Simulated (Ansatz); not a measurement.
Wurtzite InN was calculated with LC-ωPBE in Ansatz (plane waves, PAW).

Run with plane-wave cutoff 460 eV, 9×9×6 k mesh (along the axes of the cell as run), Fermi–Dirac smearing 0.01 eV, scalar-relativistic PAW data made under PBE.

Cell (relaxed at this level):

```xyz
4
Lattice="1.7494 -3.0301 0.0000 1.7494 3.0301 0.0000 0.0000 0.0000 5.6345" Properties=species:S:1:pos:R:3 pbc="T T T"
In     1.7494    -1.0100     2.8150
In     1.7494     1.0100    -0.0022
N      1.7494    -1.0100     4.9549
N      1.7494     1.0100     2.1377
```

What does this level give for the band gap?


band gap: 5.77 eV (on the SCF k mesh)

Measured, for comparison: band gap 0.77 eV (zero-point shift of 0.07 eV (the table's estimate, ZP (est)) added back here, E0, Γ; inputs from arXiv:2302.06325).

Spin–orbit coupling is not included.

The computed numbers hold no vibrational or temperature effects.

Ansatz is an electronic-structure program.
